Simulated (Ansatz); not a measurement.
Runs of Ansatz 0.2.0 on Ni. It takes space group Fm-3m (No. 225, cubic). The conventional cell has a = 3.475 Å, b = 3.475 Å, c = 3.475 Å, α = 90.00°, β = 90.00°, γ = 90.00°. Ni (site symmetry m-3m) has 12 Ni at 2.46 Å as nearest neighbours. 

```csv
task,level,cell,cutoff (eV),pressure (GPa),moment (μB),relaxed volume (Å³/atom)
relaxation of cell and atoms,PBEsol+D3(BJ),relaxed,-,0.0,0.63,(a)
relaxation of cell and atoms,PBEsol+D4,relaxed,-,0.0,0.63,10.21
band structure,PBEsol,as given,320,(b),0.63,-
relaxation of cell and atoms,LDA,relaxed,-,0.0,0.62,10.03
band structure,RPBE,as given,320,13.9,0.63,-
```

Alike in all rows: potentials or basis all-electron LAPW, scalar-relativistic; spin collinear, ferromagnetic start; k mesh 13 × 13 × 13; smearing fermi-dirac 0.05 eV; basis error allowed 0.001 eV/atom.

Q: Fill in the values left out.

A: (a) 10.08; (b) -2.4.

Runs at the PBE level aren't shown here.
